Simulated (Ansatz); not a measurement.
# TiO2 (P4_2/mnm) in Ansatz: phonons with PBE

Aim: the phonons of TiO2 with PBE.

Program: Ansatz 0.2.0. These are calculated values, not measurements. Logs are shortened: lines on timing, memory, paths and dates and some standing lists are left out, and cuts for length are marked.

### 1 Starting point

It takes space group P4_2/mnm (No. 136, tetragonal). Conventional cell: a = 4.600 Å, b = 4.600 Å, c = 2.959 Å, α = 90.00°, β = 90.00°, γ = 90.00°. Ti (site symmetry mmm) has 6 O at 1.95 to 1.98 Å as nearest neighbours. O (site symmetry m2m) is surrounded by 3 Ti at 1.95 to 1.98 Å.

The cell is a database's computed one.

### 2 Phonons, PBE

input.yaml

```yaml
crystal:
  lattice:
    - [4.5998373239, 0.0, 0.0]
    - [0.0, 4.5998373239, 0.0]
    - [0.0, 0.0, 2.95921356]
  atoms:
    - { symbol: Ti, position: [0.0, 0.0, 0.5] }
    - { symbol: Ti, position: [0.5, 0.5, 0.0] }
    - { symbol: O, position: [0.30432132, 0.30432132, 0.5] }
    - { symbol: O, position: [0.19567868, 0.80432132, 0.0] }
    - { symbol: O, position: [0.80432132, 0.19567868, 0.0] }
    - { symbol: O, position: [0.69567868, 0.69567868, 0.5] }
kpoints:
  mp_grid: { grid: [6, 6, 9] }
scf:
  occupations: { method: fermi_dirac, width: 0.05 }
hamiltonian:
  xc: pbe
  pseudopotentials: { kind: all_electron, lapw: { basis_error: 0.002 } }
output: {}
phonons:
  method: fd
  supercell: [1, 1, 1]
```

Potentials or basis: all-electron LAPW, scalar-relativistic.

Run with:

```
> ansatz run input.yaml --threads 4 --pin off --max-ram 12288MiB --backend cpu --events-out ev --progress --plain --runs-dir out
```

What it wrote:

```text
Warning: RAYON_NUM_THREADS=4 ignored (pool sized by the plan → 4); use --threads N
LAPW: plane waves up to 10.255 Å⁻¹, error target 2.0e-3 eV per atom; small_component_spin mean_spin; O in spheres of 0.880 Å, 8 of its electrons in bands, Dirac shells []; Ti in spheres of 1.014 Å, 20 of its electrons in bands, Dirac shells [] (how accurate: hamiltonian.pseudopotentials.lapw.basis_error, Limitations)
Engine: ansatz 0.2.0, x86_64-unknown-linux-gnu
Pseudopotentials: kind: all_electron
Pseudopotential: Ti, LAPW, valence charge 20, lapw/all_electron/scalar/gaussian/Ti, Koelling and Harmon's equation, gaussian nucleus
Pseudopotential: O, LAPW, valence charge 8, lapw/all_electron/scalar/gaussian/O, Koelling and Harmon's equation, gaussian nucleus
Functional definition: PBE
  parameter kappa = 0.804
  parameter beta = 0.06672455060314922
  exchange = pbe_x(kappa = kappa, mu = beta*pi^2/3)
  correlation = pbe_c(beta = beta)
Crystal: 6 atoms, lattice volume = 62.613 Å³
Basis set: ecut = 400.6743727203379 eV, 1153 PW (Γ), exchange–correlation at level 2
Bands: 44, of which v1, the nominal top of the filled ones, is band 36 counted from 1 (35 counted from 0)
Symmetry: 16 space group operations
k-points: 50 of 324
Non-local potential: Ti, projectors of the file, none
Non-local potential: O, projectors of the file, none
Initial density: superposition of atomic densities (chi_scale 0.1, normalization cell, long waves kept (reshape's long-wave potential 0.00 eV rms))
Initial wavefunctions: plane waves of lowest kinetic energy (no species holds an atomic orbital)
Functional: x = pbe(κ = 0.804, μ = 0.2195149727645171), c = pbe(β = 0.06672455060314922)
iter 1 solved again at ethr=2.94e-2 eV; its pass at ethr=1.00e-1 eV (dr2=2.12e1 eV) is discarded
SCF iter   1: F=—  HF=-54677.943138 eV  |F-HF|=—  |Δ(HF+E_count)|=         —  Δρ=1.77e-1  dr2=2.12e1  ethr=2.94e-2  ⟨swp⟩=2.0  Hψ=14175  notcnv=0
preconditioner: auto → Resta (q_TF=auto, 2.793 Å⁻¹)  ε∞=3.5  [insulator: Δε(μ)=6.062 eV  Ē_g=19.679 eV  σ=0.050 eV  W_gap=1.00  n_scr=22 (ndim 8)  ℏωp=31.1 eV  f_vac=0.000  D(μ)=0.00/eV (n_scr^D=0)  ε∞_Penn≈3.5]
SCF iter   2: F=—  HF=-54671.863335 eV  |F-HF|=—  |Δ(HF+E_count)|=    6.08e0  Δρ=1.23e-1  dr2=1.13e1  ethr=2.94e-2  ⟨swp⟩=3.0  Hψ=7035  notcnv=0
preconditioner: auto → Kerker (q_TF=auto, 2.793 Å⁻¹)  [metal: Δε(μ)=0.012 eV  Ē_g=8.579 eV  σ=0.050 eV  W_gap=0.06  n_scr=22 (ndim 8)  ℏωp=26.5 eV  f_vac=0.012 (ignored in choosing the arm: the first look at the density read no void)  D(μ)=1.09/eV (n_scr^D=4)]
SCF iter   3: F=—  HF=-54669.075678 eV  |F-HF|=—  |Δ(HF+E_count)|=    2.79e0  Δρ=6.77e-2  dr2=3.21e0  ethr=1.57e-2  ⟨swp⟩=2.9  Hψ=6723  notcnv=0
SCF iter   4: F=—  HF=-54668.354761 eV  |F-HF|=—  |Δ(HF+E_count)|=   7.21e-1  Δρ=2.34e-2  dr2=3.62e-1  ethr=4.46e-3  ⟨swp⟩=2.0  Hψ=7139  notcnv=0
SCF iter   5: F=—  HF=-54668.498330 eV  |F-HF|=—  |Δ(HF+E_count)|=         —  Δρ=2.06e-2  dr2=3.35e-1  ethr=5.03e-4  ⟨swp⟩=2.1  Hψ=7156  notcnv=0
the basis was enlarged: its passes take 65.3 KiB over the memory plan, 4 of 4 planned eigensolver slots
SCF iter   6: F=—  HF=-54668.397057 eV  |F-HF|=—  |Δ(HF+E_count)|=   1.01e-1  Δρ=6.90e-3  dr2=4.11e-2  ethr=4.65e-4  ⟨swp⟩=2.0  Hψ=6799  notcnv=0
SCF iter   7: F=—  HF=-54668.388185 eV  |F-HF|=—  |Δ(HF+E_count)|=   8.87e-3  Δρ=2.67e-3  dr2=7.13e-3  ethr=5.71e-5  ⟨swp⟩=2.0  Hψ=6771  notcnv=0
SCF iter   8: F=—  HF=-54668.387294 eV  |F-HF|=—  |Δ(HF+E_count)|=   8.91e-4  Δρ=1.42e-3  dr2=1.91e-3  ethr=9.90e-6  ⟨swp⟩=2.0  Hψ=6803  notcnv=0
[... 36 lines left out ...]
iter 9 solved again at ethr=1.21e-12 eV; its pass at ethr=1.31e-11 eV (dr2=8.75e-10 eV) is discarded
SCF iter   9: F=-54668.386300 eV  HF=-54668.386300 eV  |F-HF|=4.15e-10  |Δ(HF+E_count)|=  8.00e-11  Δρ=1.13e-6  dr2=8.70e-10  ethr=1.03e-11 (applied; sched 1.21e-12)  ⟨swp⟩=2.0  Hψ=21856  notcnv=0
SCF 3 converged in 9 iterations: F = -54668.386300 eV  dr2 = 8.70e-10
k-points: 100 of 324 (time reversal used)
[... 21 lines left out ...]
SCF iter   7: F=—  HF=-54668.386273 eV  |F-HF|=—  |Δ(HF+E_count)|=   2.33e-8  Δρ=9.84e-6  dr2=7.83e-8  ethr=2.16e-10  ⟨swp⟩=2.0  Hψ=13500  notcnv=0
SCF iter   8: F=—  HF=-54668.386273 eV  |F-HF|=—  |Δ(HF+E_count)|=   1.49e-8  Δρ=4.38e-6  dr2=1.94e-8  ethr=1.09e-10  ⟨swp⟩=2.0  Hψ=13500  notcnv=0
SCF iter   9: F=—  HF=-54668.386273 eV  |F-HF|=—  |Δ(HF+E_count)|=   6.11e-9  Δρ=2.06e-6  dr2=3.48e-9  ethr=2.69e-11  ⟨swp⟩=3.0  Hψ=13950  notcnv=0
SCF iter  10: F=-54668.386273 eV  HF=-54668.386273 eV  |F-HF|=2.18e-10  |Δ(HF+E_count)|=  8.44e-10  Δρ=7.59e-7  dr2=5.04e-10  ethr=1.57e-11 (applied; sched 4.83e-12)  ⟨swp⟩=2.0  Hψ=13500  notcnv=0
SCF 5 converged in 10 iterations: F = -54668.386273 eV  dr2 = 5.04e-10
iter 1 solved again at ethr=5.80e-7 eV; its pass at ethr=1.00e-1 eV (dr2=4.17e-4 eV) is discarded
SCF iter   1: F=—  HF=-54668.386578 eV  |F-HF|=—  |Δ(HF+E_count)|=         —  Δρ=7.15e-4  dr2=3.47e-4  ethr=5.80e-7  ⟨swp⟩=5.1  Hψ=34115  notcnv=0
preconditioner: auto → Resta (q_TF=auto, 2.793 Å⁻¹)  ε∞=8.0  [insulator: Δε(μ)=1.859 eV  Ē_g=10.025 eV  σ=0.050 eV  W_gap=1.00  n_scr=22 (ndim 8)  ℏωp=26.5 eV  f_vac=0.081  D(μ)=0.00/eV (n_scr^D=0)  ε∞_Penn≈8.0]
SCF iter   2: F=—  HF=-54668.386471 eV  |F-HF|=—  |Δ(HF+E_count)|=   1.07e-4  Δρ=4.25e-4  dr2=1.27e-4  ethr=4.82e-7  ⟨swp⟩=2.0  Hψ=13095  notcnv=0
iter 3 solved again at ethr=7.49e-9 eV; its pass at ethr=1.76e-7 eV (dr2=5.39e-6 eV) is discarded
SCF iter   3: F=—  HF=-54668.386431 eV  |F-HF|=—  |Δ(HF+E_count)|=   4.04e-5  Δρ=8.45e-5  dr2=5.39e-6  ethr=7.49e-9  ⟨swp⟩=2.0  Hψ=22165  notcnv=0
SCF iter   4: F=—  HF=-54668.386422 eV  |F-HF|=—  |Δ(HF+E_count)|=   9.37e-6  Δρ=7.11e-5  dr2=4.58e-6  ethr=7.48e-9  ⟨swp⟩=3.0  Hψ=13625  notcnv=0
SCF iter   5: F=—  HF=-54668.386420 eV  |F-HF|=—  |Δ(HF+E_count)|=   1.61e-6  Δρ=1.56e-5  dr2=1.58e-7  ethr=6.36e-9  ⟨swp⟩=2.0  Hψ=13095  notcnv=0
SCF iter   6: F=—  HF=-54668.386420 eV  |F-HF|=—  |Δ(HF+E_count)|=   1.80e-8  Δρ=1.09e-5  dr2=9.39e-8  ethr=2.20e-10  ⟨swp⟩=2.8  Hψ=13260  notcnv=0
SCF iter   7: F=—  HF=-54668.386420 eV  |F-HF|=—  |Δ(HF+E_count)|=   1.38e-8  Δρ=3.70e-6  dr2=8.30e-9  ethr=1.30e-10  ⟨swp⟩=2.0  Hψ=13095  notcnv=0
SCF iter   8: F=—  HF=-54668.386420 eV  |F-HF|=—  |Δ(HF+E_count)|=   7.04e-9  Δρ=1.91e-6  dr2=2.57e-9  ethr=1.64e-11 (applied; sched 1.15e-11)  ⟨swp⟩=3.0  Hψ=13470  notcnv=0
SCF iter   9: F=-54668.386420 eV  HF=-54668.386420 eV  |F-HF|=1.75e-10  |Δ(HF+E_count)|=  8.88e-10  Δρ=6.73e-7  dr2=2.69e-10  ethr=1.57e-11 (applied; sched 3.57e-12)  ⟨swp⟩=2.0  Hψ=13095  notcnv=0
SCF 6 converged in 9 iterations: F = -54668.386420 eV  dr2 = 2.69e-10
SCF converged after 13 iterations
Free energy (F): -54668.386809 eV
Harris-Foulkes:  -54668.386809 eV  (|F-HF|=4.22e-10)
Internal energy: -54668.386809 eV  (E = F + TS)
E sigma→0 (E₀):  -54668.386809 eV
Fermi energy:    10.275940 eV
--- Per-component energies (eV) ---
  E_band       = -11583.334730
  E_kinetic    = 55108.622695
  E_xc         = -3226.835540
  E_electrostatic = -106550.173964  (all electrons and nuclei)
  E_smearing   = -0.000000  (= −TS)
  E_closure    = 0.000000  (closes the sum)
  E_atoms      = -54616.856114  (free atoms, spherical and without spin; not in F)
  Σ components = -54668.386809   (vs F -54668.386809, Δ=0.00e0)
  Basis errors (estimates in eV, not in F): energy 9.1e-4 per atom: plane waves 8.3e-4 (5.0e-4 summed), levels above the bands 2.7e-45, relativity 4.4e-8, radial functions 8.1e-5, core shells 1.2e-13; eigenvalues (radial functions only) 2.9e-6; not estimated: angular momenta, meshes, grids; target (lapw.basis_error) 2.0e-3; muffin-tin radii O 0.880 Å, Ti 1.014 Å
--- Forces (eV/Å), atoms counted from 1 ---
  atom   1  Ti     0.00000000    -0.00000000     0.00000000
  atom   2  Ti    -0.00000000     0.00000000     0.00000000
  atom   3  O      0.00311529     0.00311529     0.00000000
  atom   4  O     -0.00311529     0.00311529     0.00000000
  atom   5  O      0.00311529    -0.00311529     0.00000000
  atom   6  O     -0.00311529    -0.00311529     0.00000000
  max |Σ_I F_I| component: 3.47e-18 eV/Å
--- Band table (eV; the first three rows and the last of 50) ---
  k-point 0: bands = ["-522.2554", "-522.2554", "-495.0528", "-495.0528", "-495.0528", "-495.0528", "-429.4857", "-429.4857", "-429.4801", "-429.4801", "-429.4781", "-429.4781", "-47.5122", "-47.4953", "-23.8324", "-23.8324", "-23.6690", "-23.6690", "-23.6263", "-23.5928", "-8.8271", "-7.6634", "-6.9339", "-6.9339", "3.6133", "4.0318", "4.4638", "5.5626", "5.5626", "6.8192", "6.8192", "7.3896", "8.6647", "8.9165", "8.9165", "9.3718", "11.2304", "11.5183", "11.7645", "11.8638", "11.8638", "13.7473", "13.9312", "15.9500"]
  k-point 1: bands = ["-522.2554", "-522.2554", "-495.0528", "-495.0528", "-495.0528", "-495.0528", "-429.4857", "-429.4857", "-429.4801", "-429.4801", "-429.4781", "-429.4781", "-47.5070", "-47.4911", "-23.8188", "-23.8188", "-23.6790", "-23.6666", "-23.6666", "-23.6482", "-8.6993", "-7.5911", "-6.9940", "-6.9940", "3.7919", "4.1662", "4.6053", "5.4197", "5.4197", "7.0202", "7.0745", "7.0745", "8.1575", "8.6697", "8.6697", "9.3107", "11.5329", "11.6366", "11.6854", "12.0219", "12.0219", "13.8319", "13.9325", "15.7635"]
  k-point 2: bands = ["-522.2554", "-522.2554", "-495.0528", "-495.0528", "-495.0528", "-495.0528", "-429.4857", "-429.4857", "-429.4801", "-429.4801", "-429.4781", "-429.4781", "-47.4937", "-47.4807", "-23.8101", "-23.7865", "-23.7830", "-23.7830", "-23.6616", "-23.6616", "-8.3579", "-7.4220", "-7.1456", "-7.1456", "4.2654", "4.5083", "5.0210", "5.2791", "5.2791", "6.2433", "7.1679", "7.5028", "7.5028", "8.0630", "8.0630", "9.0270", "11.5905", "11.8511", "12.0638", "12.3889", "12.3889", "13.5458", "14.3337", "15.4655"]
  k-point 49: bands = ["-522.2554", "-522.2554", "-495.0528", "-495.0528", "-495.0528", "-495.0528", "-429.4857", "-429.4857", "-429.4801", "-429.4801", "-429.4781", "-429.4781", "-47.4647", "-47.4647", "-24.0424", "-24.0424", "-23.7034", "-23.7034", "-23.6675", "-23.6675", "-7.5208", "-7.5208", "-7.2869", "-7.2869", "4.6515", "4.6515", "4.8189", "4.8189", "5.8512", "5.8512", "6.6917", "6.6917", "8.0484", "8.0484", "8.6640", "8.6640", "12.0100", "12.0100", "12.5500", "12.5500", "12.5545", "12.5545", "15.2900", "15.2900"]
--- Phonons: 5 displaced members + reference (amplitude 0.01 Å, Σ member SCF iterations 48) ---
  symmetry images taken by strict's conditions (phonons.symmetry_images: auto; settled by no image being taken that strict refuses)
  ASR residual: 8.049e-3 → 0.000e0 eV/Å²; symmetrization residual: 3.462e-3 eV/Å²
  largest component of a force at the reference: 3.1e-3 eV/Å
  ASR residual per site (eV/Å²): 8.05e-3 8.05e-3 3.74e-3 3.74e-3 3.74e-3 3.74e-3
  Γ frequencies (cm⁻¹): -36.59 0.00 0.00 0.00 54.89 68.05 68.05 135.19 368.02 368.02 374.60 420.23 441.24 441.24 473.21 473.21 584.92 794.63
  density of states and harmonic sums: on the 14×14×21 q-mesh, interpolated from the force constants of a 1×1×1 supercell (no non-analytic term)
  largest difference from the sums on the solved wave vectors: F 4.28e-1 eV, S 7.66e-4 and C_V 3.38e-4 eV/K
  zero-point energy: 0.358155 eV/cell   skipped modes (ω ≤ 0): 44, of them read as no rigid motion or as one in doubt: 41 (7.945e-2 modes/cell left out, lowest -36.59 cm⁻¹)   left out of the sums: 4.45e-3 of the cell's modes: C_V's classical limit lies that fraction below 3 k_B per atom; for a crystal, a wire or a layer, F and S can be off by more, and a phonons.interpolated_qmesh denser along its periods is the remedy for the sampling
```

Run time: 9.3 min. Hardware: 4 threads of Intel Xeon at 2.50GHz (Skylake/Cascade Lake), shared host; peak memory 0.97 GiB.

Results:

```yaml
Free_energy: -54668.3868 eV
Largest_force: 0.004 eV/Å
Band_gap_on_the_k_mesh: 1.86 eV, direct
Highest_phonon_frequency_at_Γ_LO-TO_splitting_left_out: 795 cm⁻¹
Most_unstable_mode: 37i cm⁻¹
```

Forces on the atoms (eV/Å):
```
Ti   0.000  0.000  0.000
Ti   0.000  0.000  0.000
O    0.003  0.003  0.000
O   -0.003  0.003  0.000
O    0.003 -0.003  0.000
O   -0.003 -0.003  0.000
```

Phonon frequencies in cm⁻¹ (negative: imaginary):
| q point | frequencies |
| --- | --- |
| (0.000, 0.000, 0.000) | -37 0 0 0 55 68 68 135 368 368 375 420 441 441 473 473 585 795 |

Caveat: some modes are imaginary; an odd mesh through Γ misses points on the zone boundary, where band edges often lie.

### 3 Against experiment

Step 2. The gap isn't set beside the measured one, since this odd mesh misses points on the zone boundary.
